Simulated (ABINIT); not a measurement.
# GaP (F-43m) in ABINIT: further runs, part 2 of 2

ABINIT 10.8.3 (patched build).

## 5. Equation of state, PBE+D4

Input file run.py:

```python
import json, os
import numpy as np
from ase.eos import EquationOfState
from ase.units import GPa
from ase.calculators.mixing import SumCalculator
from dftd4.ase import DFTD4
from ase.calculators.abinit import Abinit, AbinitProfile
from ase import Atoms

atoms = Atoms(['Ga', 'P'],
              cell=[[0.0, 2.72525, 2.72525], [2.72525, 0.0, 2.72525], [2.72525, 2.72525, 0.0]],
              scaled_positions=[[0.0, 0.0, 0.0], [0.75, 0.75, 0.75]],
              pbc=True)

profile = AbinitProfile(command='abinit', pp_paths=[os.path.abspath('pseudos')])
params = dict(
    pps='pawxml', xc='PBE',
    ecut=544.2277,
    pawecutdg=1088.4554,
    pawxcdev=0,
    kptopt=1,
    ngkpt=[8, 8, 8],
    nshiftk=1,
    shiftk=[0.0, 0.0, 0.0],
    ixc=11,
    nband=13,
    occopt=3,
    tsmear=0.05,
    nstep=100,
    tolvrs=1e-09,
    prtwf=0,
    prtden=0,
)

cell0 = atoms.cell.copy()
volumes, energies = [], []
for i, x in enumerate([0.94, 0.96, 0.98, 1.0, 1.02, 1.04, 1.06]):
    atoms.set_cell(cell0 * x ** (1 / 3), scale_atoms=True)
    atoms.calc = SumCalculator([Abinit(profile=profile, directory=f'v{i}', **params), DFTD4(method='pbe')])
    volumes.append(atoms.get_volume() / len(atoms))
    dft, disp = atoms.calc.mixer.calcs
    energies.append((dft.get_property('free_energy', atoms) + disp.get_property('energy', atoms)) / len(atoms))
    print(f'{x:5.2f} {volumes[-1]:10.5f} A^3/atom {energies[-1]:14.6f} eV/atom', flush=True)
    json.dump(dict(volumes=volumes, energies=energies), open('results.json', 'w'))
v0, e0, b0 = EquationOfState(volumes, energies, eos='vinet').fit()
print(f'V0 {v0:.4f} A^3/atom  E0 {e0:.6f} eV/atom  B0 {b0 / GPa:.2f} GPa')
```

Potentials or basis: JTH PAW PBE v2.0.

The run is started by

```
$ python run.py
```

The log of the run:

```text
0.94   19.02597 A^3/atom   -1167.420160 eV/atom
 0.96   19.43078 A^3/atom   -1167.430327 eV/atom
 0.98   19.83559 A^3/atom   -1167.435403 eV/atom
 1.00   20.24040 A^3/atom   -1167.435763 eV/atom
 1.02   20.64521 A^3/atom   -1167.431930 eV/atom
 1.04   21.05001 A^3/atom   -1167.424392 eV/atom
 1.06   21.45482 A^3/atom   -1167.413470 eV/atom
V0 20.0706 A^3/atom  E0 -1167.436132 eV/atom  B0 85.70 GPa
```

abinit.in:

```text
ecut 544.2277 eV
ixc 11
kptopt 1
natom 2
nband 13
ngkpt
8 8 8
nshiftk 1
nsppol 1
nstep 100
occopt 3
pawecutdg 1088.4554 eV
pawxcdev 0
prtden 0
prtwf 0
shiftk
0.0 0.0 0.0
tolvrs 1e-09
tsmear 0.05 eV
#Definition of the unit cell
acell
1.00000000000000 1.00000000000000 1.00000000000000 Angstrom
rprim
0.00000000000000 2.77869984430615 2.77869984430615
2.77869984430615 0.00000000000000 2.77869984430615
2.77869984430615 2.77869984430615 0.00000000000000
chkprim 0 # Allow non-primitive cells
#Definition of the atom types
ntypat 2
znucl 15 31
#Enumerate different atomic species
typat
 2 1
pseudos "./pseudos/P.GGA_PBE-JTH.xml,
./pseudos/Ga.GGA_PBE-JTH.xml"
#Definition of the atoms
xcart
0.00000000000000 0.00000000000000 0.00000000000000
7.87647253746649 7.87647253746649 7.87647253746649
chkexit 1 # abinit.exit file in the running directory terminates after the current SCF
```

abinit.abo:

```text
.Version 10.8.3 of ABINIT
 Symmetries : space group F-4 3 m (#216); Bravais cF (face-center cubic)
================================================================================
 Values of the parameters that define the memory need of the present run
     intxc =       0    ionmov =       0      iscf =      17    lmnmax =      18
     lnmax =       6     mgfft =      30  mpssoang =       3    mqgrid =    3001
     natom =       2  nloc_mem =       2    nspden =       1   nspinor =       1
    nsppol =       1      nsym =      24    n1xccc =       1    ntypat =       2
    occopt =       3   xclevel =       2
       mpw =        1254          nfft =       27000          nkpt =          29
 PAW method is used; the additional fine FFT grid is defined by:
   mgfftf=        45    nfftf =     91125
================================================================================
================================================================================

--------------------------------------------------------------------------------
------------- Echo of variables that govern the present computation ------------
--------------------------------------------------------------------------------
 -outvars: echo values of preprocessed input variables --------
            acell      1.8897261259E+00  1.8897261259E+00  1.8897261259E+00 Bohr
              amu      3.09737620E+01  6.97230000E+01
          chkexit           1
          chkprim           0
             ecut      1.99999991E+01 Hartree
              ixc          11
         kptrlatt        8    0    0      0    8    0      0    0    8
[... 208 lines left out ...]
[... 1 set-up line as earlier in the session ...]
internal            : -8.57746928403685E+01
'-kT*entropy'       : -6.02847966434024E-10
total_energy_dc     : -8.57746928409714E+01
total_energy_dc_eV  : -2.33404829702605E+03
...

--- !EnergyTermsWithPAWCore
iteration_state     : {dtset: 1, }
comment             : 'Components of total free energy, including PAW core contributions'
Total energy        : -2.28617364555802E+03
Total energy DC     : -2.28617364326458E+03
Total energy (eV)   : -6.22099540946617E+04
Total energy DC (eV): -6.22099540322541E+04
...

 Cartesian components of stress tensor (hartree/bohr^3)
  sigma(1 1)=  6.72067311E-05  sigma(3 2)=  0.00000000E+00
  sigma(2 2)=  6.72067311E-05  sigma(3 1)=  0.00000000E+00
  sigma(3 3)=  6.72067311E-05  sigma(2 1)=  0.00000000E+00

-Cartesian components of stress tensor (GPa)         [Pressure= -1.9773E+00 GPa]
- sigma(1 1)=  1.97729029E+00  sigma(3 2)=  0.00000000E+00
- sigma(2 2)=  1.97729029E+00  sigma(3 1)=  0.00000000E+00
- sigma(3 3)=  1.97729029E+00  sigma(2 1)=  0.00000000E+00

== END DATASET(S) ==============================================================
================================================================================

 -outvars: echo values of variables after computation  --------
            acell      1.8897261259E+00  1.8897261259E+00  1.8897261259E+00 Bohr
           etotal     -8.5774692841E+01
            fcart     -4.4477348763E-47  1.6024653705E-30  4.4477348763E-47
                       4.4477348763E-47 -1.6024653705E-30 -4.4477348763E-47
            rprim      0.0000000000E+00  2.7786998443E+00  2.7786998443E+00
                       2.7786998443E+00  0.0000000000E+00  2.7786998443E+00
                       2.7786998443E+00  2.7786998443E+00  0.0000000000E+00
           strten      6.7206731099E-05  6.7206731099E-05  6.7206731099E-05
                       0.0000000000E+00  0.0000000000E+00  0.0000000000E+00
           xangst      0.0000000000E+00  0.0000000000E+00  0.0000000000E+00
                       4.1680497665E+00  4.1680497665E+00  4.1680497665E+00
             xred      0.0000000000E+00  0.0000000000E+00  0.0000000000E+00
                       7.5000000000E-01  7.5000000000E-01  7.5000000000E-01
 Calculation completed.
```

Run time: 1.8 min. Hardware: 1 thread of Arm Neoverse V1, shared host; peak memory 0.11 GiB.

Results:

```
Equilibrium volume                      : 20.07 Å³/atom
Bulk modulus                            : 86 GPa
Pressure derivative of the bulk modulus : 4.3
```

Energy against volume, from the lowest point:
| volume (Å³/atom) | energy (meV/atom) |
| --- | --- |
| 19.026 | 15.60 |
| 19.431 | 5.44 |
| 19.836 | 0.36 |
| 20.240 | 0.00 |
| 20.645 | 3.83 |
| 21.050 | 11.37 |
| 21.455 | 22.29 |

Caveat: pressures at fixed basis lie under the slope of the energies; the log and the count of SCF iterations are those of the last ABINIT call alone.

## 6. Overview

| level | dispersion computed by | V0 of scaled cells (Å³/atom) | B0 (GPa) |
| --- | --- | --- | --- |
| PBE | - | 20.89 | 77 |
| PBE+D3 | simple-dftd3 1.7.0 | 20.49 | 80 |
| PBE+D3(BJ) | simple-dftd3 1.7.0 | 20.21 | 84 |
| PBE+D4 | dftd4 4.3.1 | 20.07 | 86 |

Alike in all rows: task equation of state; potentials or basis JTH PAW PBE v2.0; no spin polarisation; cell as given; k mesh 8 × 8 × 8; cutoff (eV) 544; smearing fermi-dirac 0.05 eV.

Caveats: pressures at fixed basis lie under the slope of the energies.

Total energies depend on the potentials used, so only differences within one code and one set of settings carry meaning.

## 7. Against experiment

Step 2. Measured bulk modulus of GaP: 87.5 GPa (“Phosphorous dimerization in GaP at high pressure”, 2017, arxiv:1709.06667). This calculation gives 77 GPa (-11.7 %). The fit is for a static lattice scaled at fixed shape and fixed fractional positions.

Step 3. Against the measured bulk modulus of GaP, 87.5 GPa (“Phosphorous dimerization in GaP at high pressure”, 2017, arxiv:1709.06667), the calculated 80 GPa is off by -8.3 %. The fit is for a static lattice scaled at fixed shape and fixed fractional positions.

Step 4. Against the measured bulk modulus of GaP, 87.5 GPa (“Phosphorous dimerization in GaP at high pressure”, 2017, arxiv:1709.06667), the calculated 84 GPa is off by -4.4 %. The fit is for a static lattice scaled at fixed shape and fixed fractional positions.

Step 5. Against the measured bulk modulus of GaP, 87.5 GPa (“Phosphorous dimerization in GaP at high pressure”, 2017, arxiv:1709.06667), the calculated 86 GPa is off by -2.1 %. The fit is for a static lattice scaled at fixed shape and fixed fractional positions.
